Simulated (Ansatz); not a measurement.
**BN: a layer's gap in an electric field**

A free-standing slab of BN, 2 atoms in a cell of 2.509 × 2.509 Å, 0.00 Å thick. Ansatz: PBE+D3(BJ), PAW, 420 eV, 10×10×1 mesh. A field x is applied in the vacuum along the normal, atoms held; the gap is the least over mesh and band path.

| x (V/Å) | gap y (eV) |
| --- | --- |
| -0.20 | 4.530 |
| 0.10 | 4.650 |
| 0.20 | 4.530 |
| 0.35 | ? |

Task: Fit y = E0 + c1 x + c2 x² to the other rows, say what c1 and c2 tell, and predict the missing gap.

Result: As many rows as coefficients, so the curve passes through them. y = 4.6900 + 0 x − 4.0000 x². The linear term is near zero, as for a layer whose two sides are alike; the quadratic term, -4.00 eV per (V/Å)², is the second-order Stark shift of the two edges, less one from the other; with three rows at these digits it is good to about 0.03. At x = 0.35 the fit asked for gives 4.200 eV. The run gave 4.178 eV, so the fit is 0.022 eV too high, 4.7 % of the span of the series, against an rms of 0.0000 eV on the fitted rows. The row lies outside the fitted range. The records show no cause, and too few rows are left to test a further term.

Semilocal functionals give gaps under the measured ones; changes of the gap mostly carry over better.